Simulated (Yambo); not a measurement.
# PbSe (Clausthalite) (Fm-3m) in Yambo: settings compared, part 2 of 3

Yambo 5.3.0.

## (3) G0W0 quasiparticle levels, PBEsol

g0w00.in

```
gw0
dyson
el_el_corr
rim_cut
HF_and_locXC
ppa
em1d
RandQpts= 1000000
RandGvec= 50 RL
EXXRLvcs= 86 Ry
VXCRLvcs= 86 Ry
Chimod= "HARTREE"
% BndsRnXp
 1 | 165 |
%
NGsBlkXp= 6 Ry
% LongDrXp
 1 | 1 | 1 |
%
PPAPntXp= 27.21138 eV
% GbndRnge
 1 | 165 |
%
GTermKind= "BG"
DysSolver= "n"
ExtendOut
% QPkrange
 1 | 1 | 14 | 17 |
 3 | 3 | 14 | 17 |
%
```

scf.in

```
&CONTROL
  calculation = 'scf'
  prefix = 'pwscf'
  outdir = './tmp'
  pseudo_dir = './pseudo'
/
&SYSTEM
  ibrav = 0
  nat = 2
  ntyp = 2
  ecutwfc = 86
  nbnd = 22
  occupations = 'smearing'
  smearing = 'fd'
  degauss = 0.00367493
  force_symmorphic = .true.
/
&ELECTRONS
  conv_thr = 4d-10
  electron_maxstep = 120
  mixing_beta = 0.5
/
ATOMIC_SPECIES
Pb   207.2000 Pb.upf
Se    78.9710 Se.upf
CELL_PARAMETERS angstrom
   0.0000000000    3.0606500000    3.0606500000
   3.0606500000    0.0000000000    3.0606500000
   3.0606500000    3.0606500000    0.0000000000
ATOMIC_POSITIONS crystal
Pb     0.0000000000    0.0000000000    0.0000000000
Se     0.5000000000    0.5000000000    0.5000000000
K_POINTS automatic
8 8 8 0 0 0
```

nscf.in

```
&CONTROL
  calculation = 'nscf'
  prefix = 'pwscf'
  outdir = './tmp'
  pseudo_dir = './pseudo'
/
&SYSTEM
  ibrav = 0
  nat = 2
  ntyp = 2
  ecutwfc = 86
  nbnd = 165
  occupations = 'fixed'
  force_symmorphic = .true.
/
&ELECTRONS
  conv_thr = 1d-08
  diago_full_acc = .true.
  diago_thr_init = 1d-06
/
ATOMIC_SPECIES
Pb   207.2000 Pb.upf
Se    78.9710 Se.upf
CELL_PARAMETERS angstrom
   0.0000000000    3.0606500000    3.0606500000
   3.0606500000    0.0000000000    3.0606500000
   3.0606500000    3.0606500000    0.0000000000
ATOMIC_POSITIONS crystal
Pb     0.0000000000    0.0000000000    0.0000000000
Se     0.5000000000    0.5000000000    0.5000000000
K_POINTS automatic
4 4 4 0 0 0
```

Potentials or basis: PseudoDojo 0.4.1 SR PBEsol standard.

Run with:

```
OMP_NUM_THREADS=1 pw.x -in scf.in > scf.out
OMP_NUM_THREADS=1 pw.x -in nscf.in > nscf.out
cd tmp/pwscf.save; p2y; mv SAVE ../..; cd ../..
OMP_NUM_THREADS=1 yambo
OMP_NUM_THREADS=1 yambo -F g0w00.in -J g0w00 -C g0w00_out
```

Yambo's report:

```text
[... sections 02.01 to 02.04 as in the set-up run ...]

[... 5 lines left out ...]
  [X] Bosonic    Temperature                        :  0.000000  0.000000 [eV K]
  [X] Finite Temperature mode                       : no
  [X] El. density                                   :  0.52318E+24 [cm-3]
  [X] Fermi Level                                   :  9.329004 [eV]

  [X] === Gaps and Widths ===
  [X] Conduction Band Min                           :  0.210006 [eV]
  [X] Valence Band Max                              :  0.000000 [eV]
  [X] Filled Bands                                  :  15
  [X] Empty Bands                                   :   16  165
  [X] Direct Gap                                    :  0.210006 [eV]
  [X] Direct Gap localized at k                     :  3
  [X] Indirect Gap                                  :  0.210006 [eV]
  [X] Indirect Gap between kpts                     :  3  3
  [X] Last valence band width                       :  3.236006 [eV]
  [X] 1st conduction band width                     :  4.473879 [eV]

 [03] Transferred momenta grid and indexing
 ==========================================

 IBZ Q-points                                      :   8
 BZ  Q-points                                      :   64

 K/Q-points units:
 rlu = crystal or reduced units; cc = cartesian coordinates; iku = interal k-units

 Q [1]          [rlu]:  0.000000  0.000000  0.000000
 Q [2]          [rlu]: -0.51579E-17 -0.51579E-17  0.25000
 Q [3]          [rlu]:  0.10316E-16  0.10316E-16 -0.50000
 Q [4]          [rlu]:  0.93036E-17  0.25000      0.25000
 Q [5]          [rlu]:  0.22598E-16  0.25000      0.50000
 Q [6]          [rlu]:  0.10316E-16  0.25000     -0.25000
 Q [7]          [rlu]: -0.18607E-16 -0.50000     -0.50000
 Q [8]          [rlu]:  0.250000 -0.500000 -0.250000

 [04] Coloumb potential Random Integration (RIM)
 ===============================================

  [04.01] RIM initialization
  ==========================

[... 191 lines left out ...]
   Current Q-pt index             :   8
   :: PP condition fails/total    :  0.384783
   :: Time ordering fails/rest    :  0.505846
   :: Mean rel dev of PP cond     :  0.384701

  [08.02] QP properties and I/O
  =============================

  Legend (energies in eV)
  - B  : Band       - Eo  : bare energy
  - E  : QP energy  - Z   : Renormalization factor
  - So : Sc(Eo)     - S   : Sc(E)
  - dSp: Sc derivative precision

  - lXC: Local XC (Perdew, Burke & Ernzerhof SOL(X)+Perdew, Burke & Ernzerhof SOL(C))
  -nlXC: non-Local XC (Hartree-Fock)

  QP [eV] @ K [1] (iku):  0.000000  0.000000  0.000000
   B=14 Eo= -1.86 E= -2.97 E-Eo= -1.11 Re(Z)=0.78 Im(Z)=-0.150750E-2 nlXC= -16.4444 lXC= -12.8310 So=  2.18497
   B=15 Eo= -1.86 E= -2.97 E-Eo= -1.12 Re(Z)=0.78 Im(Z)=-0.150332E-2 nlXC= -16.4444 lXC= -12.8310 So=  2.18010
   B=16 Eo=  4.68 E=  4.19 E-Eo= -0.50 Re(Z)=0.79 Im(Z)=-0.281191E-2 nlXC= -7.74538 lXC= -11.3134 So= -4.19825
   B=17 Eo=  4.68 E=  4.18 E-Eo= -0.50 Re(Z)=0.79 Im(Z)=-0.284620E-2 nlXC= -7.74538 lXC= -11.3134 So= -4.20747

  QP [eV] @ K [3] (iku): -0.250000 -0.250000  0.250000
   B=14 Eo= -1.45 E= -2.48 E-Eo= -1.03 Re(Z)=0.78 Im(Z)=-0.145261E-2 nlXC= -16.4786 lXC= -13.2183 So=  1.95006
   B=15 Eo=  0.00 E= -0.91 E-Eo= -0.91 Re(Z)=0.79 Im(Z)=-0.134708E-2 nlXC= -15.6547 lXC= -13.7246 So= 0.786126
   B=16 Eo=  0.21 E= -0.22 E-Eo= -0.43 Re(Z)=0.81 Im(Z)=-0.131530E-2 nlXC= -7.54594 lXC= -10.0807 So= -3.06562
   B=17 Eo=  1.66 E=  1.21 E-Eo= -0.45 Re(Z)=0.81 Im(Z)=-0.132216E-2 nlXC= -7.60084 lXC= -10.2517 So= -3.20622

  [WR./g0w00//ndb.QP]-------------------------------------------------------------
   Lattice constants                                :  5.783790  5.783790  5.783790
   Coulomb cutoff potential                         : none
   Electronic Temperature                           :  0.000000 [K]
   Bosonic    Temperature                           :  0.000000 [K]
   Green`s function   energies                      : Perdew, Burke & Ernzerhof SOL(X)+Perdew, Burke & Ernzerhof SOL(C)
   wavefunctions                                    : Perdew, Burke & Ernzerhof SOL(X)+Perdew, Burke & Ernzerhof SOL(C)
   PPA    diel. fun.  energies                      : Perdew, Burke & Ernzerhof SOL(X)+Perdew, Burke & Ernzerhof SOL(C)
   wavefunctions                                    : Perdew, Burke & Ernzerhof SOL(X)+Perdew, Burke & Ernzerhof SOL(C)
   QP tot states                                    :   8
   GW solver                                        : Newton
   GW approximation                                 : PPA
   PPA imaginary Energy                             :  27.21138 ev
   RIM G`s                                          :   51
   RIM random pts                                   :  1000000
   dS/dw steps                                      :  2
   dS/dw step                                       :  0.100000 ev
   X G`s                                            :  137 used
   X G`s                                            :  137 disk
   X bands                                          :    1  165
   X poles                                          :  100.0000 o/o
   X e/h E range                                    : -1.000000 -1.000000 ev
   X Hxc Kernel                                     : HARTREE
   X BZ energy Double Grid                          : no
   X Optical Averaged directions                    : none
   Sc/G bands                                       :    1  165
   Sc/G damping                                     :  0.100000 ev
   Sc bands terminator                              : yes
   Sc terminator kind                               : BG
   Sc Terminator pole                               :  40.81708
   Sx RL components                                 :   5209

   QP @ state[ 1 ] K range                          :  1  1
   QP @ state[ 1 ] b range                          :  14  17
   QP @ state[ 2 ] K range                          :  3  3
   QP @ state[ 2 ] b range                          :  14  17
   GF energies kind                                 : Perdew, Burke & Ernzerhof SOL(X)+Perdew, Burke & Ernzerhof SOL(C)
   GF WF`s kind                                     : Perdew, Burke & Ernzerhof SOL(X)+Perdew, Burke & Ernzerhof SOL(C)
   Xs energies kind                                 : Perdew, Burke & Ernzerhof SOL(X)+Perdew, Burke & Ernzerhof SOL(C)
   Xs WF`s kind                                     : Perdew, Burke & Ernzerhof SOL(X)+Perdew, Burke & Ernzerhof SOL(C)
```

r_setup:

```text
[02] CORE Variables Setup
 =========================

  [02.01] Unit cells
  ==================

  Cell kind             :  FCC
  Atoms in the cell     :  Pb  Se
  number of Pb atoms    :  1
  number of Se atoms    :  1

[... 265 lines left out ...]
  =================

   [03.01.01] Sigma indexes
   ========================

   [WR./SAVE//ndb.kindx]-----------------------------------------------------------
    Fragmentation                                    : no
    Polarization last K ( bz)                        :   64
    Polarization last K (ibz)                        :   8
    QP states                                        :   1   8
    X grid is uniform                                : yes
    Grids (string)                                   :  X S
    Grids (int-vector)                               :  1  0  0  1
```

Run time: 8.3 min. Hardware: 1 thread of Arm Neoverse V1, shared host; peak memory 0.58 GiB.

Results:

```
Band gap on the k mesh, mean-field level          : 0.21 eV, direct
Quasiparticle gap                                 : 0.69 eV
Least direct quasiparticle gap                    : 0.69 eV
Quasiparticle gap at Γ                            : 7.15 eV
Band gap of the same states before the correction : 0.21 eV
```

Quasiparticle terms (eV):
```
               k point  band  Kohn-Sham level     Vxc      Σx     Σc     Z  result
 (0.000, 0.000, 0.000)    14            -1.86  -12.83  -16.44   2.18  0.78   -2.97
 (0.000, 0.000, 0.000)    15            -1.86  -12.83  -16.44   2.18  0.78   -2.97
 (0.000, 0.000, 0.000)    16             4.68  -11.31   -7.75  -4.20  0.79    4.19
 (0.000, 0.000, 0.000)    17             4.68  -11.31   -7.75  -4.21  0.79    4.18
(0.000, 0.000, -0.500)    14            -1.45  -13.22  -16.48   1.95  0.78   -2.48
(0.000, 0.000, -0.500)    15             0.00  -13.72  -15.65   0.79  0.79   -0.91
(0.000, 0.000, -0.500)    16             0.21  -10.08   -7.55  -3.07  0.81   -0.22
(0.000, 0.000, -0.500)    17             1.66  -10.25   -7.60  -3.21  0.81    1.21
```

Caveat: the k mesh is coarse (spacing up to 0.44 Å⁻¹), so the values aren't converged; the potentials hold a filled d shell without the s and p states of that shell, which can shift GW gaps by tenths of an eV, either way; this version prints the column dSc/dw multiplied by 27.2; the terminator is approximate in this version, by hundredths of an eV; spin-orbit coupling is left out, which as a rule narrows the gap of such compounds by several tenths of an eV. A k mesh can miss the band edges.

## (4) Optical spectrum, PBEsol

optics1.in

```
optics
chi
Chimod= "HARTREE"
% BndsRnXd
 1 | 40 |
%
NGsBlkXd= 3 Ry
% LongDrXd
 1 | 0 | 0 |
%
% QpntsRXd
 1 | 1 |
%
% EnRngeXd
 0 | 20 | eV
%
% DmRngeXd
 0.1 | 0.1 | eV
%
ETStpsXd= 200
```

scf.in is that of step 3.

nscf.in is that of step 3.

Potentials or basis: PseudoDojo 0.4.1 SR PBEsol standard.

Run with:

```
OMP_NUM_THREADS=1 pw.x -in scf.in > scf.out
OMP_NUM_THREADS=1 pw.x -in nscf.in > nscf.out
cd tmp/pwscf.save; p2y; mv SAVE ../..; cd ../..
OMP_NUM_THREADS=1 yambo
OMP_NUM_THREADS=1 yambo -F optics1.in -J optics1 -C optics1_out
```

Yambo's report:

```text
[... sections 02.01 to 02.04 as in the set-up run ...]

[... 5 lines left out ...]
  [X] Bosonic    Temperature                        :  0.000000  0.000000 [eV K]
  [X] Finite Temperature mode                       : no
  [X] El. density                                   :  0.52318E+24 [cm-3]
  [X] Fermi Level                                   :  9.329004 [eV]

  [X] === Gaps and Widths ===
  [X] Conduction Band Min                           :  0.210006 [eV]
  [X] Valence Band Max                              :  0.000000 [eV]
  [X] Filled Bands                                  :  15
  [X] Empty Bands                                   :   16  165
  [X] Direct Gap                                    :  0.210006 [eV]
  [X] Direct Gap localized at k                     :  3
  [X] Indirect Gap                                  :  0.210006 [eV]
  [X] Indirect Gap between kpts                     :  3  3
  [X] Last valence band width                       :  3.236006 [eV]
  [X] 1st conduction band width                     :  4.473879 [eV]

 [03] Transferred momenta grid and indexing
 ==========================================

 IBZ Q-points                                      :   8
 BZ  Q-points                                      :   64

 K/Q-points units:
 rlu = crystal or reduced units; cc = cartesian coordinates; iku = interal k-units

 Q [1]          [rlu]:  0.000000  0.000000  0.000000
 Q [2]          [rlu]: -0.51579E-17 -0.51579E-17  0.25000
 Q [3]          [rlu]:  0.10316E-16  0.10316E-16 -0.50000
 Q [4]          [rlu]:  0.93036E-17  0.25000      0.25000
 Q [5]          [rlu]:  0.22598E-16  0.25000      0.50000
 Q [6]          [rlu]:  0.10316E-16  0.25000     -0.25000
 Q [7]          [rlu]: -0.18607E-16 -0.50000     -0.50000
 Q [8]          [rlu]:  0.250000 -0.500000 -0.250000

 [WARNING] [Xd] User bands 1-40 break level degeneracy

 [04] Dipoles
 ============

  [04.01] Setup: observables and procedures
  =========================================

  [WF-Oscillators/G space/Transverse up loader] Normalization (few states)  min/max  :  0.31273E-17   1.0000

  [WR./optics1//ndb.dipoles]------------------------------------------------------
   Brillouin Zone Q/K grids (IBZ/BZ)                :    8   64    8   64
   RL vectors                                       :   6231 [WF]
   Fragmentation                                    : yes
   Electronic Temperature                           :  0.000000 [K]
   Bosonic    Temperature                           :  0.000000 [K]
   DIP band range                                   :    1   40
   DIP band range limits                            :  15  16
   DIP e/h energy range                             : -1.000000 -1.000000 [eV]
   RL vectors in the sum                            :   6231
   [r,Vnl] included                                 : yes
   Bands ordered                                    : yes
   Direct v evaluation                              : no
   Approach used                                    : G-space v
   Dipoles computed                                 : R V P [G-space]
   Wavefunctions                                    : Perdew, Burke & Ernzerhof SOL(X)+Perdew, Burke & Ernzerhof SOL(C)

  [WARNING] [r,Vnl^pseudo] included in position and velocity dipoles.

  [WARNING] In case H contains other non local terms, these are neglected

 [05] Optics
 ===========

 [X-CG] R(p) Tot o/o(of R):   1534  24000    100
```

It took 2.5 min on 1 thread of Arm Neoverse V1, shared host; peak memory 0.33 GiB.

What came out:

```yaml
Band_gap_on_the_k_mesh_mean-field_level: 0.21 eV, direct
Electronic_dielectric_constant_along_the_field: 215.52
Electronic_dielectric_constant_along_the_field_independent_particles: 235.19
```

Dielectric function (along the field direction of the input):
| energy (eV) | real part | imaginary part |
| --- | --- | --- |
| 0.30 | -47.17 | 167.54 |
| 0.80 | 11.72 | 12.03 |
| 1.31 | 38.95 | 11.61 |
| 1.81 | -30.48 | 39.82 |
| 2.31 | 5.15 | 11.06 |
| 2.81 | 14.90 | 27.89 |
| 3.32 | -22.25 | 11.08 |
| 3.82 | -7.33 | 15.46 |
| 4.32 | -8.21 | 3.49 |
| 4.82 | -7.99 | 2.73 |
| 5.33 | -1.76 | 2.65 |
| 5.83 | -3.01 | 4.49 |
| 6.33 | -2.65 | 1.90 |
| 6.83 | 0.18 | 2.87 |
| 7.34 | -1.48 | 2.06 |
| 7.84 | 0.52 | 1.53 |
| 8.34 | -0.62 | 3.17 |
| 8.84 | -2.15 | 1.72 |
| 9.35 | 0.49 | 2.00 |
| 9.85 | -2.07 | 1.52 |
| 10.35 | -1.69 | 1.52 |
| 10.85 | -0.78 | 0.59 |
| 11.36 | -0.50 | 0.65 |
| 11.86 | -0.26 | 1.00 |
| 12.36 | -0.79 | 1.02 |
| 12.86 | -0.26 | 0.67 |
| 13.37 | -0.01 | 0.71 |
| 13.87 | -0.51 | 0.66 |
| 14.37 | 0.15 | 0.43 |
| 14.87 | -0.17 | 0.40 |
| 15.38 | 0.05 | 0.37 |
| 15.88 | 0.34 | 0.17 |
| 16.38 | 0.36 | 0.22 |
| 16.88 | 0.67 | 0.27 |
| 17.39 | 0.62 | 0.26 |
| 17.89 | 0.95 | 0.40 |
| 18.39 | 0.56 | 0.63 |
| 18.89 | 0.92 | 0.69 |
| 19.40 | 0.59 | 0.49 |
| 20.00 | 0.26 | 0.48 |

Caveat: the k mesh is coarse (spacing up to 0.44 Å⁻¹), so the values aren't converged; spectra need much finer meshes, so this one isn't converged; these spectra lack excitons; spin-orbit coupling is left out, which as a rule narrows the gap of such compounds by several tenths of an eV. A k mesh can miss the band edges.

(Part 2 of 3 ends here.)
